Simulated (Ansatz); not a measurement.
Runs of Ansatz 0.2.0 on Y. It takes space group P6_3/mmc (No. 194, hexagonal). Conventional cell: a = 3.647 Å, b = 3.647 Å, c = 5.731 Å, α = 90.00°, β = 90.00°, γ = 120.00°. Y (site symmetry -6m2) has 12 Y at 3.56 to 3.65 Å as nearest neighbours. 

```csv
task,level,spin,k mesh,cutoff (eV),points for each segment of the path,q mesh,gap on the mesh (eV),V0 of scaled cells (Å³/atom),B0 (GPa)
band structure,PBEsol,"SOC, no magnetisation",8 × 8 × 5,420,14,-,none,-,-
equation of state,r2SCAN,off,8 × 8 × 5,500,-,-,-,33.58,40
phonons,PBEsol,off,8 × 8 × 4,420,8,2 × 2 × 2,none,-,-
equation of state,PBE,off,8 × 8 × 5,420,-,-,-,(a),40
```

Alike in all rows: potentials or basis Ansatz PAW; cell as given; smearing fermi-dirac 0.05 eV.

Question: Estimate the missing entries.

Answer: (a) 32.91.

Caveats: the PAW data sets come from PBE, with cores solved anew for the run's functional, which leaves a small shift of forces and pressure (some runs); the cell was scaled at fixed shape and fractional positions, which overstates the stiffness of a crystal with free parameters, most of all of layers and chains (some runs); the PAW data sets were made with another functional, which shifts forces and pressure a little (some runs).

A k mesh can miss the band edges, and rows without SOC leave out spin-orbit coupling on Y.

A gap of «none» marks a metal or a gap under the smearing width.
